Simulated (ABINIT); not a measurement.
# RbBr (Fm-3m) in ABINIT: notebook

Runs on RbBr. Level: r2SCAN. Tasks: single point.

Program: ABINIT 10.8.3 (patched build). These are calculated values, not measurements. Logs are shortened: lines on timing, memory, paths and dates and some standing lists are left out, and cuts for length are marked. The log counts tension as positive stress, the text compression.

### Step 1. The crystal as given

Symmetry: Fm-3m, No. 225, cubic system. The conventional cell has a = 6.854 Å, b = 6.854 Å, c = 6.854 Å, α = 90.00°, β = 90.00°, γ = 90.00°. Around Rb (site symmetry m-3m) lie 6 Br at 3.43 Å. Br (site symmetry m-3m) is surrounded by 6 Rb at 3.43 Å.

### Step 2. Single point, r2SCAN

File run.abi:

```
# Pseudopotentials
pp_dirpath "./"
pseudos "Rb_ONCV_PBE-1.2.upf, Br_ONCV_PBE-1.2.upf"

# Structure
acell 9.1585763302 9.1585763302 9.1585763302
rprim
     0.0000000000     0.7071067812     0.7071067812
     0.7071067812     0.0000000000     0.7071067812
     0.7071067812     0.7071067812     0.0000000000
ntypat 2
znucl 37 35
natom 2
typat 1 2
xcart
     0.0000000000     0.0000000000     0.0000000000
     3.4270000000     3.4270000000     3.4270000000 Angstrom

# Plane-wave basis
ecut 18.0

# k points
kptopt 1
ngkpt 7 7 7
nshiftk 1
shiftk 0.0 0.0 0.0

# Exchange and correlation
ixc -497498
usekden 1

# Bands and occupations
nband 12
occopt 3
tsmear 0.05 eV

# SCF cycle
nstep 100
tolvrs 1.0e-9

# Output
iomode 3
prtwf 0
prtden 0
prteig 0
prtebands 0
enunit 1
```

Potentials or basis: SG15 NC PBE v1.2.

The run is started by

```console
$ mpirun --bind-to none -np 4 abinit run.abi > log 2>&1
```

run.abo:

```text
.Version 10.8.3 of ABINIT
 Symmetries : space group Fm -3 m (#225); Bravais cF (face-center cubic)
================================================================================
 Values of the parameters that define the memory need of the present run
     intxc =       0    ionmov =       0      iscf =       7    lmnmax =       6
     lnmax =       6     mgfft =      36  mpssoang =       3    mqgrid =    3001
     natom =       2  nloc_mem =       1    nspden =       1   nspinor =       1
    nsppol =       1      nsym =      48    n1xccc =       0    ntypat =       2
    occopt =       3   xclevel =       2
       mpw =        2004          nfft =       46656          nkpt =          20
================================================================================
================================================================================

--------------------------------------------------------------------------------
------------- Echo of variables that govern the present computation ------------
--------------------------------------------------------------------------------
 -outvars: echo values of preprocessed input variables --------
            acell      9.1585763302E+00  9.1585763302E+00  9.1585763302E+00 Bohr
              amu      8.54678000E+01  7.99040000E+01
             ecut      1.80000000E+01 Hartree
           enunit           1
              ixc     -497498
         kptrlatt        7    0    0      0    7    0      0    0    7
          kptrlen      6.41100343E+01
            natom           2
            nband          12
            ngfft          36      36      36
             nkpt          20
            nstep         100
             nsym          48
           ntypat           2
           occopt           3
           prtden           0
        prtebands           0
           prteig           0
          prtkden           1
            prtwf           0
            rprim      0.0000000000E+00  7.0710678120E-01  7.0710678120E-01
                       7.0710678120E-01  0.0000000000E+00  7.0710678120E-01
                       7.0710678120E-01  7.0710678120E-01  0.0000000000E+00
          spgroup         225
           tolvrs      1.00000000E-09
           tsmear      1.83746611E-03 Hartree
            typat      1  2
          usekden           1
           xangst      0.0000000000E+00  0.0000000000E+00  0.0000000000E+00
                       3.4269999977E+00  3.4269999977E+00  3.4269999977E+00
            xcart      0.0000000000E+00  0.0000000000E+00  0.0000000000E+00
                       6.4760914292E+00  6.4760914292E+00  6.4760914292E+00
             xred      0.0000000000E+00  0.0000000000E+00  0.0000000000E+00
                       5.0000000000E-01  5.0000000000E-01  5.0000000000E-01
            znucl       37.00000   35.00000

================================================================================

 chkinp: Checking input parameters for consistency.

[... 94 lines left out ...]
force_length_stats: {min:   0.00000000E+00, max:   0.00000000E+00, mean:   0.00000000E+00, }
...

 Integrated electronic density in atomic spheres:
 ------------------------------------------------
 Atom  Sphere_radius  Integrated_density
    1        2.00000          6.05331678
    2        2.00000          4.26029870
================================================================================

 ----iterations are completed or convergence reached----

 Mean square residual over all n,k,spin=   11.613E-06; max=  16.958E-04
 reduced coordinates (array xred) for    2 atoms
       0.000000000000      0.000000000000      0.000000000000
       0.500000000000      0.500000000000      0.500000000000
 rms dE/dt=  0.0000E+00; max dE/dt=  0.0000E+00; dE/dt below (all hartree)
    1       0.000000000000      0.000000000000      0.000000000000
    2       0.000000000000      0.000000000000      0.000000000000

 cartesian coordinates (angstrom) at end:
    1      0.00000000000000     0.00000000000000     0.00000000000000
    2      3.42699999774373     3.42699999774373     3.42699999774373

 cartesian forces (hartree/bohr) at end:
    1     -0.00000000000000    -0.00000000000000    -0.00000000000000
    2     -0.00000000000000    -0.00000000000000    -0.00000000000000
 frms,max,avg= 0.0000000E+00 0.0000000E+00   0.000E+00  0.000E+00  0.000E+00 h/b

 cartesian forces (eV/Angstrom) at end:
    1     -0.00000000000000    -0.00000000000000    -0.00000000000000
    2     -0.00000000000000    -0.00000000000000    -0.00000000000000
 frms,max,avg= 0.0000000E+00 0.0000000E+00   0.000E+00  0.000E+00  0.000E+00 e/A
 length scales=  9.158576330200  9.158576330200  9.158576330200 bohr
              =  4.846509874970  4.846509874970  4.846509874970 angstroms
 Fermi (or HOMO) energy (eV) =  -0.04010   Average Vxc (eV)=  -7.59262
 Eigenvalues (   eV  ) for nkpt=  20  k points:
 kpt#   1, nband= 12, wtk=  0.00292, kpt=  0.0000  0.0000  0.0000 (reduced coord)
 -27.45580  -14.80597  -10.72981  -10.72981  -10.72981   -2.05079   -2.05079   -2.05079
   2.78737    5.80445    5.80445    5.80445
 prteigrs : prtvol=0 or 1, do not print more k-points.

--- !EnergyTerms
iteration_state     : {dtset: 1, }
comment             : Components of total free energy in Hartree
kinetic             :  1.13268282169848E+01
hartree             :  7.72742458870389E+00
xc                  : -6.43755653866367E+00
Ewald energy        : -2.83094525895863E+01
psp_core            :  1.68885528293444E+00
local_psp           : -2.39550323427367E+01
non_local_psp       : -1.62731503632515E-01
internal            : -3.81216648859960E+01
'-kT*entropy'       :  1.25294605474896E-15
total_energy        : -3.81216648859960E+01
total_energy_eV     : -1.03734334755269E+03
band_energy         : -6.01801265384220E+00
...

 Cartesian components of stress tensor (hartree/bohr^3)
  sigma(1 1)= -1.67533048E-05  sigma(3 2)=  0.00000000E+00
  sigma(2 2)= -1.67533048E-05  sigma(3 1)=  0.00000000E+00
  sigma(3 3)= -1.67533048E-05  sigma(2 1)=  0.00000000E+00

-Cartesian components of stress tensor (GPa)         [Pressure=  4.9290E-01 GPa]
- sigma(1 1)= -4.92899244E-01  sigma(3 2)=  0.00000000E+00
- sigma(2 2)= -4.92899244E-01  sigma(3 1)=  0.00000000E+00
- sigma(3 3)= -4.92899244E-01  sigma(2 1)=  0.00000000E+00

== END DATASET(S) ==============================================================
================================================================================

 -outvars: echo values of variables after computation  --------
            acell      9.1585763302E+00  9.1585763302E+00  9.1585763302E+00 Bohr
           etotal     -3.8121664886E+01
            fcart     -0.0000000000E+00 -0.0000000000E+00 -0.0000000000E+00
                      -0.0000000000E+00 -0.0000000000E+00 -0.0000000000E+00
            rprim      0.0000000000E+00  7.0710678120E-01  7.0710678120E-01
                       7.0710678120E-01  0.0000000000E+00  7.0710678120E-01
                       7.0710678120E-01  7.0710678120E-01  0.0000000000E+00
           strten     -1.6753304774E-05 -1.6753304774E-05 -1.6753304774E-05
                       0.0000000000E+00  0.0000000000E+00  0.0000000000E+00
           xangst      0.0000000000E+00  0.0000000000E+00  0.0000000000E+00
                       3.4269999977E+00  3.4269999977E+00  3.4269999977E+00
             xred      0.0000000000E+00  0.0000000000E+00  0.0000000000E+00
                       5.0000000000E-01  5.0000000000E-01  5.0000000000E-01
 Calculation completed.
```

It took 9.4 s on 4 MPI ranks of Intel Xeon 6975P-C (Granite Rapids), shared host; peak memory 0.28 GiB.

Results:

* Free energy: -1037.3433 eV
* Pressure: 0.5 GPa
* Band gap on the k mesh: 4.84 eV, direct
* Valence electrons inside the program's atomic spheres: Rb 6.05; Br 4.26

Caveat: the potentials were made for another functional, which shifts forces and pressure; an odd mesh through Γ misses points on the zone boundary, where band edges often lie. r2SCAN opens gaps a little over a GGA but as a rule still falls short of measured ones.

### Step 3. Single point, r2SCAN

run.abi: that of step 2 with these lines changed.

```diff
@@ -2,3 +2,3 @@
 pp_dirpath "./"
-pseudos "Rb_ONCV_PBE-1.2.upf, Br_ONCV_PBE-1.2.upf"
+pseudos "Rb.upf, Br.upf"
 
@@ -19,3 +19,3 @@
 # Plane-wave basis
-ecut 18.0
+ecut 28.0
 
@@ -30,2 +30,4 @@
 usekden 1
+nc_xccc_gspace 1
+boxcutmin 3.0
```

Potentials or basis: PseudoDojo NC SR PBE v0.4.1 standard.

The run is started by

```console
$ mpirun --bind-to none -np 4 abinit run.abi > log 2>&1
```

Run time: 76 s. Hardware: 4 MPI ranks of Intel Xeon 6975P-C (Granite Rapids), shared host; peak memory 0.88 GiB.

The run converged. Its results:

```
Free energy                                           : -1188.9596 eV
Pressure                                              : 0.3 GPa
Band gap on the k mesh                                : 4.91 eV, direct
Valence electrons inside the program's atomic spheres : Rb 6.07; Br 4.29
```

Levels at points of the mesh, in eV from the valence-band top:
```
           k point  band 5  band 6  band 7  band 8  band 9  band 10  band 11  band 12
(0.00, 0.00, 0.00)   -8.74    0.00    0.00    0.00    4.91     7.89     7.89     7.89
```

Caveat: a meta-GGA on potentials with a model core is unreliable; the potentials were made for another functional, which shifts forces and pressure; an odd mesh through Γ misses points on the zone boundary, where band edges often lie.
